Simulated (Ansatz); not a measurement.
**Ir in Ansatz: the effect of functional**

Ir:

```
CELL_PARAMETERS angstrom
0.00000 1.95317 1.95317
1.95317 0.00000 1.95317
1.95317 1.95317 0.00000
ATOMIC_POSITIONS crystal
Ir 0.00000 0.00000 0.00000
```

The cell isn't the ideal one: volume scaled by 1.06.

Alike in all runs:

- Program: Ansatz 0.2.0
- Task: single point
- Potentials or basis: Ansatz PAW
- k mesh: 12 × 12 × 12
- Occupations: fermi-dirac, width 0.05 eV
- Spin: no spin polarisation

```csv
functional,cutoff,pressure (GPa)
LDA,420 eV (not typed: the program's choice for these potentials),?
r2SCAN,500 eV (not typed: the program's choice for these potentials),-16.4
PBE,420 eV (not typed: the program's choice for these potentials),-9.3
```

Task: What does the run with functional LDA give?

Result: Pressure -25.3 GPa.

Caveats: the PAW data sets come from PBE, with cores solved anew for the run's functional, which leaves a small shift of forces and pressure (some runs).
